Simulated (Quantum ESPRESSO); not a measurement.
# BaTiO3 (P4mm) in Quantum ESPRESSO: further runs, part 2 of 2

Quantum ESPRESSO 7.5. The steps go on from the part before.

### Step 3. Single point, PBEsol, 12.08 Å³/atom

File pw.in:

```
&CONTROL
  calculation = 'scf'
  prefix = 'pwscf'
  outdir = './tmp'
  pseudo_dir = './pseudo'
  tprnfor = .true.
  tstress = .true.
  disk_io = 'nowf'
/
&SYSTEM
  ibrav = 0
  nat = 5
  ntyp = 3
  ecutwfc = 45
  ecutrho = 360
  nbnd = 28
  occupations = 'smearing'
  smearing = 'fd'
  degauss = 0.00367493
/
&ELECTRONS
  conv_thr = 1d-09
  electron_maxstep = 120
  mixing_beta = 0.5
/
ATOMIC_SPECIES
Ba   137.3270 ba_pbesol_v1.uspp.F.UPF
Ti    47.8670 ti_pbesol_v1.4.uspp.F.UPF
O     15.9990 o_pbesol_v1.2.uspp.F.UPF
CELL_PARAMETERS angstrom
   3.9181485176    0.0000000000    0.0000000000
   0.0000000000    3.9181485176    0.0000000000
   0.0000000000    0.0000000000    3.9359769848
ATOMIC_POSITIONS crystal
Ba     0.0000000000    0.0000000000    0.0000000000
Ti     0.5000000000    0.5000000000    0.4900000000
O      0.0000000000    0.5000000000    0.5170000000
O      0.5000000000    0.0000000000    0.5170000000
O      0.5000000000    0.5000000000    0.0190000000
K_POINTS automatic
7 7 7 0 0 0
```

Potentials or basis: GBRV 1.5 PBEsol.

Command:

```sh
OMP_NUM_THREADS=1 mpirun -n 2 pw.x -nk 2 -in pw.in > pw.out
```

Wall time 25 s (2 MPI ranks of Arm Neoverse V1, shared host); peak memory 0.46 GiB.

It converged, with:

- Free energy: -3901.1916 eV
- Pressure: 9.0 GPa
- Largest force: 0.144 eV/Å
- Band gap on the k mesh: 2.00 eV, indirect (least direct gap 2.11 eV)

Caveat: spin-orbit coupling is left out, which moves the levels of the heavy elements; an odd mesh through Γ misses points on the zone boundary, where band edges often lie.

### Step 4. Single point, PBEsol, 12.34 Å³/atom

pw.in: that of step 3 with these lines changed.

```diff
@@ -30,5 +30,5 @@
 CELL_PARAMETERS angstrom
-   3.9181485176    0.0000000000    0.0000000000
-   0.0000000000    3.9181485176    0.0000000000
-   0.0000000000    0.0000000000    3.9359769848
+   3.9457420220    0.0000000000    0.0000000000
+   0.0000000000    3.9457420220    0.0000000000
+   0.0000000000    0.0000000000    3.9636960459
 ATOMIC_POSITIONS crystal
```

Command:

```sh
OMP_NUM_THREADS=1 mpirun -n 2 pw.x -nk 2 -in pw.in > pw.out
```

Wall time 25 s (2 MPI ranks of Arm Neoverse V1, shared host); peak memory 0.46 GiB.

The run converged. Its results:

| Item | Value |
| --- | --- |
| Free energy | -3901.2470 eV |
| Pressure | 4.6 GPa |
| Largest force | 0.102 eV/Å |
| Band gap on the k mesh | 1.96 eV, indirect (least direct gap 2.09 eV) |

Caveat: spin-orbit coupling is left out, which moves the levels of the heavy elements; an odd mesh through Γ misses points on the zone boundary, where band edges often lie.

### Step 5. Single point, PBEsol, 12.60 Å³/atom

pw.in: that of step 4 with these lines changed.

```diff
@@ -30,5 +30,5 @@
 CELL_PARAMETERS angstrom
-   3.9457420220    0.0000000000    0.0000000000
-   0.0000000000    3.9457420220    0.0000000000
-   0.0000000000    0.0000000000    3.9636960459
+   3.9729548958    0.0000000000    0.0000000000
+   0.0000000000    3.9729548958    0.0000000000
+   0.0000000000    0.0000000000    3.9910327445
 ATOMIC_POSITIONS crystal
```

Command:

```sh
OMP_NUM_THREADS=1 mpirun -n 2 pw.x -nk 2 -in pw.in > pw.out
```

Wall time 33 s (2 MPI ranks of Arm Neoverse V1, shared host); peak memory 0.46 GiB.

It converged, with:

```
Free energy            : -3901.2690 eV
Pressure               : 0.7 GPa
Largest force          : 0.218 eV/Å
Band gap on the k mesh : 1.92 eV, indirect (least direct gap 2.07 eV)
```

Caveat: spin-orbit coupling is left out, which moves the levels of the heavy elements; an odd mesh through Γ misses points on the zone boundary, where band edges often lie.

### Step 6. Single point, PBEsol, 12.86 Å³/atom

pw.in: that of step 5 with these lines changed.

```diff
@@ -30,5 +30,5 @@
 CELL_PARAMETERS angstrom
-   3.9729548958    0.0000000000    0.0000000000
-   0.0000000000    3.9729548958    0.0000000000
-   0.0000000000    0.0000000000    3.9910327445
+   3.9998000000    0.0000000000    0.0000000000
+   0.0000000000    3.9998000000    0.0000000000
+   0.0000000000    0.0000000000    4.0180000000
 ATOMIC_POSITIONS crystal
```

Potentials or basis: GBRV 1.5 PBEsol.

Command:

```sh
OMP_NUM_THREADS=1 mpirun -n 2 pw.x -nk 2 -in pw.in > pw.out
```

It took 34 s on 2 MPI ranks of Arm Neoverse V1, shared host; peak memory 0.48 GiB.

It converged, with:

| Item | Value |
| --- | --- |
| Free energy | -3901.2612 eV |
| Pressure | -2.8 GPa |
| Largest force | 0.345 eV/Å |
| Band gap on the k mesh | 1.87 eV, indirect (least direct gap 2.04 eV) |

Caveat: spin-orbit coupling is left out, which moves the levels of the heavy elements; an odd mesh through Γ misses points on the zone boundary, where band edges often lie.

### Step 7. Single point, PBEsol, 13.11 Å³/atom

pw.in: that of step 6 with these lines changed.

```diff
@@ -30,5 +30,5 @@
 CELL_PARAMETERS angstrom
-   3.9998000000    0.0000000000    0.0000000000
-   0.0000000000    3.9998000000    0.0000000000
-   0.0000000000    0.0000000000    4.0180000000
+   4.0262895137    0.0000000000    0.0000000000
+   0.0000000000    4.0262895137    0.0000000000
+   0.0000000000    0.0000000000    4.0446100470
 ATOMIC_POSITIONS crystal
```

Command:

```sh
OMP_NUM_THREADS=1 mpirun -n 2 pw.x -nk 2 -in pw.in > pw.out
```

Run time: 34 s. Hardware: 2 MPI ranks of Arm Neoverse V1, shared host; peak memory 0.48 GiB.

It converged, with:

| Property | Result |
| --- | --- |
| Free energy | -3901.2267 eV |
| Pressure | -6.0 GPa |
| Largest force | 0.464 eV/Å |
| Band gap on the k mesh | 1.83 eV, indirect (least direct gap 2.02 eV) |

Caveat: spin-orbit coupling is left out, which moves the levels of the heavy elements; an odd mesh through Γ misses points on the zone boundary, where band edges often lie.

### Step 8. Single point, PBEsol, 13.37 Å³/atom

pw.in: that of step 7 with these lines changed.

```diff
@@ -30,5 +30,5 @@
 CELL_PARAMETERS angstrom
-   4.0262895137    0.0000000000    0.0000000000
-   0.0000000000    4.0262895137    0.0000000000
-   0.0000000000    0.0000000000    4.0446100470
+   4.0524349834    0.0000000000    0.0000000000
+   0.0000000000    4.0524349834    0.0000000000
+   0.0000000000    0.0000000000    4.0708744845
 ATOMIC_POSITIONS crystal
```

Command:

```sh
OMP_NUM_THREADS=1 mpirun -n 2 pw.x -nk 2 -in pw.in > pw.out
```

It took 35 s on 2 MPI ranks of Arm Neoverse V1, shared host; peak memory 0.5 GiB.

It converged, with:

| Item | Value |
| --- | --- |
| Free energy | -3901.1683 eV |
| Pressure | -8.8 GPa |
| Largest force | 0.575 eV/Å |
| Band gap on the k mesh | 1.79 eV, indirect (least direct gap 1.99 eV) |

Caveat: spin-orbit coupling is left out, which moves the levels of the heavy elements; an odd mesh through Γ misses points on the zone boundary, where band edges often lie.

### Step 9. Single point, PBEsol, 13.63 Å³/atom

pw.in: that of step 8 with these lines changed.

```diff
@@ -30,5 +30,5 @@
 CELL_PARAMETERS angstrom
-   4.0524349834    0.0000000000    0.0000000000
-   0.0000000000    4.0524349834    0.0000000000
-   0.0000000000    0.0000000000    4.0708744845
+   4.0782473671    0.0000000000    0.0000000000
+   0.0000000000    4.0782473671    0.0000000000
+   0.0000000000    0.0000000000    4.0968043205
 ATOMIC_POSITIONS crystal
```

Potentials or basis: GBRV 1.5 PBEsol.

Command:

```sh
OMP_NUM_THREADS=1 mpirun -n 2 pw.x -nk 2 -in pw.in > pw.out
```

Wall time 37 s (2 MPI ranks of Arm Neoverse V1, shared host); peak memory 0.5 GiB.

Results (log left out):

| Item | Value |
| --- | --- |
| Free energy | -3901.0888 eV |
| Pressure | -11.3 GPa |
| Largest force | 0.679 eV/Å |
| Band gap on the k mesh | 1.75 eV, indirect (least direct gap 1.97 eV) |

Caveat: spin-orbit coupling is left out, which moves the levels of the heavy elements; an odd mesh through Γ misses points on the zone boundary, where band edges often lie.

### Step 10. Equation of state, PBEsol

No new run: the results of the series are fitted here.

Results:

```
Equilibrium volume                        : 12.66 Å³/atom
Bulk modulus at fixed shape and positions : 178 GPa
Pressure derivative of the bulk modulus   : 4.5
```

Energy against volume, from the lowest point:
```csv
volume (Å³/atom),energy (meV/atom)
12.085,15.48
12.342,4.41
12.599,0.00
12.856,1.57
13.113,8.46
13.371,20.13
13.628,36.05
```

Caveat: the cell was scaled at fixed shape and fractional positions, which overstates the stiffness of a crystal with free parameters, most of all of layers and chains. The run has no spin-orbit coupling, so splittings on Ba are missing.
